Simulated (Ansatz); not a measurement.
Set up this calculation in Ansatz 0.2.0, as the native input.

* Task: single point
* Functional: PBEsol
* Potentials or basis: Ansatz PAW
* Cutoff: 420 eV (not typed: the program's choice for these potentials)
* k mesh: 9 × 6 × 6
* Occupations: fermi-dirac, width 0.05 eV
* Spin: no spin polarisation

TiAl3:

```xyz
4
Lattice="2.8397 0.0000 0.0000 0.0000 4.6813 0.0000 0.0000 0.0000 4.9007" Properties=species:S:1:pos:R:3 pbc="T T T"
Ti   -0.0130    2.3431    0.7849
Al   -0.0111   -0.0189    4.0839
Al    1.3941   -0.0013    1.5883
Al    1.3944    2.3201    3.3092
```

The cell comes from a database or a generator and needn't be the stable form of this composition.

The cell isn't the ideal one: atoms moved at random, drawn with an rms of 0.05 Å.

The input as run:

input.yaml

```yaml
crystal:
  lattice:
    - [2.839677, 0.0, 0.0]
    - [0.0, 4.681264, 0.0]
    - [0.0, 0.0, 4.900742]
  atoms:
    - { symbol: Ti, position: [-0.004587, 0.500526, 0.160165] }
    - { symbol: Al, position: [-0.003898, -0.004037, 0.833318] }
    - { symbol: Al, position: [0.490941, -0.000278, 0.324096] }
    - { symbol: Al, position: [0.491032, 0.495619, 0.675241] }
hamiltonian:
  xc: pbesol
  pseudopotentials: { kind: paw }
kpoints:
  mp_grid: { grid: [9, 6, 6] }
scf:
  occupations: { method: fermi_dirac, width: 0.05 }
output:
  forces: true
  stress: true
  eigenvalues: true
```

Potentials or basis: Ansatz PAW.

Launch:

```sh
$ ansatz run input.yaml --threads 2 --pin off --max-ram 5632MiB --backend cpu --events-out ev --progress --plain --runs-dir out
```

Results of the run:

| Item | Value |
| --- | --- |
| Pressure | -2.2 GPa |
| Largest force | 0.459 eV/Å |
| Band gap on the k mesh | none (metal or under the smearing width) |

Caveat: the PAW data sets come from PBE, with cores solved anew for the run's functional, which leaves a small shift of forces and pressure.

Wall time 3.4 s on 2 threads of Intel(R) Xeon(R) 6975P-C (Granite Rapids), on a shared host, peak memory 0.53 GiB.
